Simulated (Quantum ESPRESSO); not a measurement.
**KF (Carobbiite): phonons at points of the zone under several settings**

```
K F
1.0
     0.00000    2.67185    2.67185
     2.67185    0.00000    2.67185
     2.67185    2.67185    0.00000
K F
1 1
Direct
  0.00000 0.00000 0.00000
  0.50000 0.50000 0.50000
```

All runs used Quantum ESPRESSO 7.5; potentials PseudoDojo 0.4.1 SR PBE standard; k mesh 6 × 6 × 6, shifted; relaxed cell; no spin polarisation; cutoff 1143 eV; occupations smeared at first, fixed for the response.

| level | point | frequencies (cm⁻¹) |
| --- | --- | --- |
| PBE | Γ (0.000, 0.000, 0.000) | 0 0 0 165 165 165 |
| PBE | L (0.500, 0.500, 0.500) | 104 104 155 155 187 247 |
| PBE | K (0.375, 0.375, 0.750) | ? |

**Question.** What stands in the row left open?

**Answer.** Frequencies 101 139 149 165 186 192 cm⁻¹.
